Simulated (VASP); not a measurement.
# CsI (Pm-3m) in VASP: a series of runs, part 2 of 2

VASP 6.6.1. Earlier steps stand in the parts before.

**3. Single point, RPBE+D4, collinear spin, zero start**

This run uses another cell than the first one, of 51.51 Å³/atom, 1.082 times its volume.

INCAR reads:

```
PREC = Accurate ; ENCUT = 520
EDIFF = 1E-6 ; ISMEAR = 0
SIGMA = 0.1 ; LREAL = False
LASPH = True ; NELM = 150
ALGO = Normal ; ISIF = 2
LWAVE = False ; LCHARG = False
ISPIN = 2 ; MAGMOM = 0 0
LORBIT = 11 ; NUPDOWN = 0.0
GGA = RP ; IVDW = 13
NBANDS = 19
```

KPOINTS reads:

```
regular mesh
0
Gamma
  6 6 6
```

POSCAR reads:

```
CsI
1.0
    4.6879105356      0.0000000000      0.0000000000
    0.0000000000      4.6879105356      0.0000000000
    0.0000000000      0.0000000000      4.6879105356
Cs I
1 1
Direct
    0.0000000000      0.0000000000      0.0000000000
    0.5000000000      0.5000000000      0.5000000000
```

Potentials or basis: VASP PAW PBE potentials, release 64 (Cs_sv, I).

Run with:

```bash
$ cat potpaw_PBE.64/Cs_sv/POTCAR potpaw_PBE.64/I/POTCAR > POTCAR
$ mpirun -np 1 vasp_std > vasp.out
```

It took 55 s on 1 thread of Intel Xeon Platinum 8488C (Sapphire Rapids), shared host; peak memory 0.26 GiB.

Results (log left out):

```
Free energy                                           : -5.6212 eV
Pressure                                              : 0.0 GPa
Net moment                                            : 0.00 μB per cell
Valence electrons inside the program's atomic spheres : Cs 6.59; I 4.35
Dispersion energy per atom                            : -0.288 eV
```

Caveat: the PAW data sets were made with another functional, which shifts forces and pressure a little; the total moment is fixed, so each spin has its own Fermi level. The run has no spin-orbit coupling, so splittings on Cs, I are missing.

**4. Relaxation of cell and atoms, RPBE+D4, collinear spin, zero start**

INCAR reads:

```
PREC = Accurate ; ENCUT = 600
EDIFF = 1E-6 ; ISMEAR = 0
SIGMA = 0.1 ; LREAL = False
LASPH = True ; NELM = 150
ALGO = Normal ; ISIF = 3
LWAVE = False ; LCHARG = False
ISPIN = 2 ; MAGMOM = 0 0
LORBIT = 11 ; NUPDOWN = 0.0
GGA = RP ; IVDW = 13
IBRION = 2 ; NSW = 80
EDIFFG = -0.01
```

KPOINTS is that of step 3.

POSCAR reads:

```
CsI
1.0
    4.5667000000      0.0000000000      0.0000000000
    0.0000000000      4.5667000000      0.0000000000
    0.0000000000      0.0000000000      4.5667000000
Cs I
1 1
Direct
    0.0000000000      0.0000000000      0.0000000000
    0.5000000000      0.5000000000      0.5000000000
```

Potentials or basis: VASP PAW PBE potentials, release 64 (Cs_sv, I).

Run with:

```bash
$ cat potpaw_PBE.64/Cs_sv/POTCAR potpaw_PBE.64/I/POTCAR > POTCAR
$ mpirun -np 1 vasp_std > vasp.out
```

OUTCAR:

```text
PREC = Accurate
   ENCUT = 600
   EDIFF = 1E-6
   ISMEAR = 0
   LREAL = False
   LASPH = True
   NELM = 150
   ISIF = 3
   ISPIN = 2
   LORBIT = 11
   NUPDOWN = 0.0
   GGA = RP
   IVDW = 13
   IBRION = 2
   NSW = 80
   EDIFFG = -0.01

 ion  position               nearest neighbor table
   1  0.000  0.000  0.000-
   2  0.500  0.500  0.500-

  LATTYP: Found a simple cubic cell.
 ALAT       =     4.5667000000

  Lattice vectors:

 A1 = (   4.5667000000,   0.0000000000,   0.0000000000)
 A2 = (   0.0000000000,   4.5667000000,   0.0000000000)
 A3 = (   0.0000000000,   0.0000000000,   4.5667000000)

Analysis of symmetry for initial positions (statically):
=====================================================================
 Subroutine PRICEL returns:
 Original cell was already a primitive cell.

 Routine SETGRP: Setting up the symmetry group for a
 simple cubic supercell.
[... 614 lines left out ...]
      2      -9.8014      1.00000
      3      -6.9889      1.00000
      4      -6.9889      1.00000
      5      -6.9889      1.00000
      6      -0.6046      1.00000
      7      -0.6046      1.00000
      8      -0.6046      1.00000
      9       7.6032      0.00000
     10       7.6032      0.00000
     11       7.6032      0.00000
     12       8.0692      0.00000
 Fermi energy:         0.9450897322

 spin component 2

 k-point     1 :       0.0000    0.0000    0.0000
  band No.  band energies     occupation
      1     -20.0768      1.00000
      2     -10.0156      1.00000
      3      -6.8005      1.00000
      4      -6.8005      1.00000
      5      -6.8005      1.00000
      6       0.3822      1.00000
      7       0.3822      1.00000
      8       0.3822      1.00000
      9       4.3904      0.00000
     10       4.9587      0.00000
     11       4.9587      0.00000
     12       8.1109      0.00000
[... 316 lines left out ...]
  FREE ENERGIE OF THE ION-ELECTRON SYSTEM (eV)
  ---------------------------------------------------
  free  energy   TOTEN  =        -5.6208301434 eV

  energy  without entropy=       -5.6208301434  energy(sigma->0) =       -5.62083014

 reached required accuracy - stopping structural energy minimisation

 total charge

# of ion       s       p       d       tot
------------------------------------------
    1        1.835   4.732   0.022   6.589
    2        1.493   2.853   0.001   4.348
--------------------------------------------------
tot          3.328   7.585   0.024  10.937

 magnetization (x)

# of ion       s       p       d       tot
------------------------------------------
    1        0.000  -0.000  -0.000  -0.000
    2        0.000   0.000  -0.000   0.000
--------------------------------------------------
tot          0.000   0.000  -0.000   0.000
```

OSZICAR:

```text
N       E                     dE             d eps       ncg     rms          rms(c)
DAV:   1     0.981422004599E+02    0.98142E+02   -0.66787E+03   960   0.122E+03
DAV:   2     0.246845528256E+01   -0.95674E+02   -0.89833E+02  1448   0.172E+02
DAV:   3    -0.498272058099E+01   -0.74512E+01   -0.74271E+01  1208   0.557E+01
DAV:   4    -0.508892636447E+01   -0.10621E+00   -0.10617E+00  1164   0.800E+00
[... 40 lines left out ...]
DAV:   2    -0.504769369571E+01    0.33662E-02   -0.44631E-03   996   0.387E-01    0.130E-01
DAV:   3    -0.504671351708E+01    0.98018E-03   -0.30762E-03   980   0.303E-01    0.785E-02
DAV:   4    -0.504671492819E+01   -0.14111E-05   -0.32405E-05  1032   0.399E-02    0.702E-02
DAV:   5    -0.504671355089E+01    0.13773E-05   -0.36673E-05  1092   0.394E-02    0.893E-03
DAV:   6    -0.504671450569E+01   -0.95480E-06   -0.42020E-06  1040   0.117E-02
   4 F= -.56208301E+01 E0= -.56208301E+01  d E =-.212552E-01  mag=     0.0000
```

CONTCAR:

```text
CsI
   1.00000000000000
     4.6932067105845379    0.0000000000000000   -0.0000000000000000
    -0.0000000000000000    4.6932067105845388    0.0000000000000000
     0.0000000000000000   -0.0000000000000000    4.6932067105845388
  Cs              I
     1     1
Direct
     0.0000000000000000    0.0000000000000000    0.0000000000000000
     0.5000000000000000    0.5000000000000000    0.5000000000000000

  0.00000000E+00  0.00000000E+00  0.00000000E+00
  0.00000000E+00  0.00000000E+00  0.00000000E+00
```

Wall time 2.2 min (1 thread of Intel Xeon Platinum 8488C (Sapphire Rapids), shared host); peak memory 0.27 GiB.

Results:

* Free energy: -5.6208 eV
* Relaxed volume: 51.69 Å³/atom
* Relaxed cell: a = 4.693 Å, b = 4.693 Å, c = 4.693 Å, α = 90.00°, β = 90.00°, γ = 90.00°
* Space group after relaxing (to 0.05 Å): Pm-3m (No. 221)
* Energy gained by relaxing: 10.6 meV/atom
* Ionic steps: 4
* Pressure after relaxing: 0.0 GPa
* Net moment: 0.00 μB per cell
* Valence electrons inside the program's atomic spheres: Cs 6.59; I 4.35
* Dispersion energy per atom: -0.287 eV

Step by step:
```
step  energy change (eV)  largest force (eV/Å)  pressure (GPa)  volume (Å³)
   1              0.0000                0.0000            0.91        95.24
   2             -0.0157                0.0000            0.43        99.03
   3             -0.0211                0.0000           -0.07       104.11
   4             -0.0213                0.0000           -0.01       103.37
```

Final structure:
```
Cs I
1.0
     4.69321    0.00000    0.00000
     0.00000    4.69321    0.00000
     0.00000    0.00000    4.69321
Cs I
1 1
Cartesian
  0.0000 0.0000 0.0000
  2.3466 2.3466 2.3466
```

Caveat: the PAW data sets were made with another functional, which shifts forces and pressure a little; the total moment is fixed, so each spin has its own Fermi level.

**5. Single point, PBE**

INCAR reads:

```
SYSTEM = CsI
ALGO = Fast ; EDIFF = 1E-6
ENCUT = 520 ; GGA = PE
ISIF = 2 ; ISMEAR = -1
LASPH = .TRUE. ; LCHARG = .FALSE.
LREAL = .FALSE. ; LWAVE = .FALSE.
NBANDS = 15 ; NELM = 100
PREC = Accurate ; SIGMA = 0.04
```

KPOINTS reads:

```
k-points
0
G
  3 3 3
  0 0 0
```

POSCAR is that of step 4.

Run with:

```bash
$ cat potpaw_PBE.64/Cs_sv/POTCAR potpaw_PBE.64/I/POTCAR > POTCAR
$ mpirun -np 1 vasp_std > vasp.out
```

It took 5.3 s on 1 thread of AMD EPYC 9R45 (Zen 5), shared host; peak memory 0.16 GiB.

Results (log left out):

| Quantity | Value |
| --- | --- |
| Free energy | -5.4080 eV |
| Pressure | 0.9 GPa |
| Band gap on the k mesh | 3.96 eV, direct |

Levels at points of the mesh, in eV from the valence-band top:
```
           k point  band 6  band 7  band 8  band 9  band 10  band 11
(0.00, 0.00, 0.00)    0.00    0.00    0.00    3.96     4.26     4.26
```

Caveat: the k mesh is coarse (spacing up to 0.46 Å⁻¹), so the values aren't converged; spin-orbit coupling is left out, which moves the levels of the heavy elements.

**6. The runs side by side**

| task | level | spin | fixed moment (μB) | cell | k mesh | cutoff (eV) | smearing | mesh quality | gap on the mesh (eV) | pressure (GPa) | moment (μB) |
| --- | --- | --- | --- | --- | --- | --- | --- | --- | --- | --- | --- |
| single point | PBE | off | - | Pm-3m, 47.62 Å³/atom | 2 × 2 × 2 | 520 | fermi-dirac 0.03 eV | coarse | 3.81 | 1.7 | - |
| single point | RPBE+D4 | collinear, zero start | 0.0 | Pm-3m, 51.51 Å³/atom | 6 × 6 × 6 | 520 | gaussian 0.1 eV | not flagged | - | 0.0 | 0.00 |
| relaxation of cell and atoms | RPBE+D4 | collinear, zero start | 0.0 | relaxed | 6 × 6 × 6 | 600 | gaussian 0.1 eV | not flagged | - | 0.0 | 0.00 |
| single point | PBE | off | - | Pm-3m, 47.62 Å³/atom | 3 × 3 × 3 | 520 | fermi-dirac 0.04 eV | coarse | 3.96 | 0.9 | - |

Alike in all rows: potentials or basis VASP PAW PBE potentials, release 64 (Cs_sv, I).

Caveats: some runs use coarse meshes; spin-orbit coupling is left out, which moves the levels of the heavy elements (some runs); the PAW data sets were made with another functional, which shifts forces and pressure a little (some runs); the total moment is fixed, so each spin has its own Fermi level (some runs).

Absolute energies hang on the potentials; compare differences alone.
